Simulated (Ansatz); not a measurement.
# GaN: the cost of one run

Method: DFT PBE, scalar-relativistic, plane waves, PAW, in Ansatz 0.2.0.

The COD entry's cell or inner coordinates are ideal or old and differ from later refinements, so a difference from it is no clean test against experiment.

1 further run of the same task is left out (set aside as unsound or not needed).

**1. Starting point**

It takes space group P6_3mc (No. 186, hexagonal). The conventional cell has a = 3.218 Å, b = 3.218 Å, c = 5.243 Å, α = 90.00°, β = 90.00°, γ = 120.00°. Ga (site symmetry 3m) has 4 N at 1.97 to 1.98 Å as nearest neighbours. Around N (site symmetry 3m) lie 4 Ga at 1.97 to 1.98 Å.

As a file:

```xyz
4
Lattice="3.2184 0.0000 0.0000 -1.6092 2.7872 0.0000 0.0000 0.0000 5.2430" Properties=species:S:1:pos:R:3 pbc="T T T"
Ga    0.0000    1.8582   -0.0046
Ga    1.6092    0.9291    2.6170
N     0.0000    1.8582    1.9707
N     1.6092    0.9291    4.5922
```

This cell was relaxed beforehand with the same method: volume 11.76 Å³/atom, gap on the mesh 1.71 eV.

The bulk reference comes from a run made before at the same settings: -2083.9594 eV/atom.

**2. The (100) slab**

Miller indices refer to the conventional cell of the relaxed bulk, P6_3mc (No. 186): a = 3.218 Å, b = 3.218 Å, c = 5.243 Å, α = 90.00°, β = 90.00°, γ = 120.00°.

The slab is a (100) slab, 12.1 Å thick as cut, with 15 Å of vacuum; its outer planes are GaN (top) and GaN (bottom).

The slab as cut. Layers, bottom to top:

| plane | atoms per cell | height over the lowest (Å) |
| --- | --- | --- |
| 1 | GaN | 0.00 |
| 2 | GaN | 0.93 |
| 3 | GaN | 2.79 |
| 4 | GaN | 3.72 |
| 5 | GaN | 5.57 |
| 6 | GaN | 6.50 |
| 7 | GaN | 8.36 |
| 8 | GaN | 9.29 |
| 9 | GaN | 11.15 |
| 10 | GaN | 12.08 |

**3. The slab as cut, atoms at the bulk's places**

A dipole layer in the vacuum cancels the field that periodic copies would set up if the slab's two faces differ.

Contents of input.yaml:

```yaml
crystal:
  lattice:
    - [3.2184289158, 0.0, 0.0]
    - [0.0, 5.2430305161, 0.0]
    - [0.0, 0.0, 27.0780452059]
  atoms:
    - { symbol: Ga, position: [0.0, 0.0008683113, 0.2769771578] }
    - { symbol: "N", position: [0.0, 0.6241316887, 0.2769771578] }
    - { symbol: Ga, position: [0.5, 0.5008683113, 0.3112883643] }
    - { symbol: "N", position: [0.5, 0.1241316887, 0.3112883643] }
    - { symbol: Ga, position: [0.5, 0.0008683113, 0.3799107773] }
    - { symbol: "N", position: [0.5, 0.6241316887, 0.3799107773] }
    - { symbol: Ga, position: [0.0, 0.5008683113, 0.4142219838] }
    - { symbol: "N", position: [0.0, 0.1241316887, 0.4142219838] }
    - { symbol: Ga, position: [0.0, 0.0008683113, 0.4828443968] }
    - { symbol: "N", position: [0.0, 0.6241316887, 0.4828443968] }
    - { symbol: Ga, position: [0.5, 0.5008683113, 0.5171556032] }
    - { symbol: "N", position: [0.5, 0.1241316887, 0.5171556032] }
    - { symbol: Ga, position: [0.5, 0.0008683113, 0.5857780162] }
    - { symbol: "N", position: [0.5, 0.6241316887, 0.5857780162] }
    - { symbol: Ga, position: [0.0, 0.5008683113, 0.6200892227] }
    - { symbol: "N", position: [0.0, 0.1241316887, 0.6200892227] }
    - { symbol: Ga, position: [0.0, 0.0008683113, 0.6887116357] }
    - { symbol: "N", position: [0.0, 0.6241316887, 0.6887116357] }
    - { symbol: Ga, position: [0.5, 0.5008683113, 0.7230228422] }
    - { symbol: "N", position: [0.5, 0.1241316887, 0.7230228422] }
basis:
  ecutwfc: 420
kpoints:
  mp_grid: { grid: [8, 5, 1] }
hamiltonian:
  xc: pbe
scf:
  occupations: { method: gaussian, width: 0.05 }
output:
  forces: true
  stress: true
  eigenvalues: true
  write_density: true
  write_potential: true
  elf: true
  volumetric_format: npy
efield:
  axis: 3
  dipole_correction: true
```

Launch:

```sh
$ ansatz run input.yaml --threads 2 --pin off --max-ram 5120MiB --backend cpu --events-out ev --progress --plain --runs-dir out
```

**Question.** How long does this run take on 2 threads of Intel Xeon Platinum 8488C (Sapphire Rapids), shared host, and how much memory does it need?

About 47 s, with a peak of 1.2 GiB.
